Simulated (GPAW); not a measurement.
Crystal: LiCl.

```
CELL_PARAMETERS angstrom
0.00000 2.56477 2.56477
2.56477 0.00000 2.56477
2.56477 2.56477 0.00000
ATOMIC_POSITIONS crystal
Cl 0.50000 0.50000 0.50000
Li 0.00000 0.00000 0.00000
```

Program: GPAW 26.7.0. Alike in all runs: no spin polarisation; cell as given; k mesh 9 × 9 × 9; cutoff (eV) 800.

Problem. Order these runs on this cell by their pressure, lowest first.
A. level PBEsol; potentials or basis PAW data sets generated in the run's folder for this functional, pw; smearing fermi-dirac 0.05 eV; band path GXWKGLUWLK,UX; band points 100
B. level PBE; potentials or basis GPAW PAW data sets (gpaw-data 1.2.1), pw; smearing gaussian 0.05 eV
C. level revPBE; potentials or basis the program's PAW data sets (release 1.2.1) made for this functional, pw; smearing fermi-dirac 0.05 eV; band path GXWKGLUWLK,UX; band points 80
D. level LDA; potentials or basis the program's PAW data sets (release 1.2.1) made for this functional, pw; smearing fermi-dirac 0.05 eV; band path GXWKGLUWLK,UX; band points 100

Solution. D (-2.8 GPa), A (-1.2 GPa), B (0.5 GPa), C (2.2 GPa).
